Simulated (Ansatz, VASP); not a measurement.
Two plane-wave programs on MgSe3

```
CELL_PARAMETERS angstrom
4.38978 0.00000 0.00000
0.00000 4.38978 0.00000
0.00000 0.00000 4.38978
ATOMIC_POSITIONS crystal
Mg 0.00000 0.00000 0.00000
Se 0.50000 0.00000 0.50000
Se 0.00000 0.50000 0.50000
Se 0.50000 0.50000 0.00000
```

Change from the starting cell: species swapped into the CeIn3 type (Pm-3m, No. 221).

Alike in both runs: functional PBE; k mesh 4 × 4 × 4; occupations gaussian, width 0.1 eV; no spin polarisation.

Ansatz relaxed the structure, and its values are those at the end. VASP's run is a single point on that final structure, the one shown.

|  | VASP | Ansatz |
| --- | --- | --- |
| version | VASP 6.6.1 | Ansatz 0.2.0 |
| potentials or method | VASP PAW PBE potentials, release 64 (Mg, Se) | scalar-relativistic, plane waves, PAW |
| plane-wave cutoff (eV) | 520 | 420 |
| valence electrons in the cell | 20 | 58 |

Ansatz gave:

| Item | Value |
| --- | --- |
| gap on the k mesh at the Fermi level (eV) | none |
| pressure (GPa) | 0.2 |

Q: Which values does VASP return?

A: gap on the k mesh at the Fermi level (eV): none; pressure (GPa): 0.1.

A gap of «none» marks a metal or a gap that the smearing closes. The two sets of potentials don't hold the same shells in valence.
